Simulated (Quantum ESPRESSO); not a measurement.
## SiO2: single point with PBE

The system is SiO2.

```
CELL_PARAMETERS angstrom
4.23317 0.00000 0.00000
0.00000 4.23317 0.00000
0.00000 0.00000 2.69349
ATOMIC_POSITIONS crystal
Si 0.00000 0.00000 0.00000
Si 0.50000 0.50000 0.50000
O 0.80684 0.19316 0.50000
O 0.30684 0.30684 0.00000
O 0.19316 0.80684 0.50000
O 0.69316 0.69316 0.00000
```

The cell comes from a database or a generator and needn't be the stable form of this composition.

```yaml
Program: Quantum ESPRESSO 7.5
Task: single point
Functional: PBE
Potentials_or_basis: SG15 PBE 1.2
Cutoff: 1197 eV
Density_cutoff: 4789 eV
k_mesh: 4 × 4 × 6
Occupations: fermi-dirac, width 0.05 eV
Spin: no spin polarisation
Mixing_beta: 0.5
Most_SCF_iterations: 120
SCF_threshold: 1.2e-09 Ry
```

```yaml
Pressure: 1.3 GPa
Largest_force: 0.069 eV/Å
Band_gap_on_the_k_mesh: 5.12 eV, direct
```

Forces in eV/Å, atoms in the order of the input:
```
Si   0.000  0.000  0.000
Si   0.000  0.000  0.000
O   -0.049  0.049  0.000
O   -0.049 -0.049  0.000
O    0.049 -0.049  0.000
O    0.049  0.049  0.000
```

Stress tensor (GPa, compression positive):
```
1.22 0.00 0.00
0.00 1.22 0.00
0.00 0.00 1.50
```

Levels at points of the mesh, in eV from the valence-band top:
| k point | band 12 | band 13 | band 14 | band 15 | band 16 | band 17 | band 18 | band 19 | band 20 | band 21 |
| --- | --- | --- | --- | --- | --- | --- | --- | --- | --- | --- |
| (0.00, 0.00, 0.00) | -3.04 | -2.48 | -0.85 | -0.85 | 0.00 | 5.12 | 6.65 | 8.37 | 8.37 | 11.12 |
| (0.00, 0.00, -0.50) | -4.44 | -2.87 | -2.87 | -2.55 | -2.55 | 8.72 | 8.72 | 12.34 | 12.34 | 12.36 |
| (0.00, -0.50, 0.00) | -3.69 | -2.63 | -2.63 | -1.04 | -1.04 | 7.36 | 7.36 | 8.95 | 8.95 | 10.88 |
| (0.00, -0.50, -0.50) | -3.80 | -2.21 | -2.21 | -1.66 | -1.66 | 8.50 | 8.50 | 9.58 | 9.58 | 12.13 |
| (-0.50, -0.50, 0.00) | -3.16 | -2.53 | -2.53 | -2.16 | -2.16 | 7.08 | 7.08 | 9.85 | 9.85 | 12.79 |
| (-0.50, -0.50, -0.50) | -4.32 | -1.71 | -1.71 | -1.46 | -1.46 | 6.90 | 6.90 | 10.78 | 10.78 | 11.65 |

It took 12 s on 4 MPI ranks on Arm Neoverse V1 (shared host), peak memory 0.28 GiB a rank.
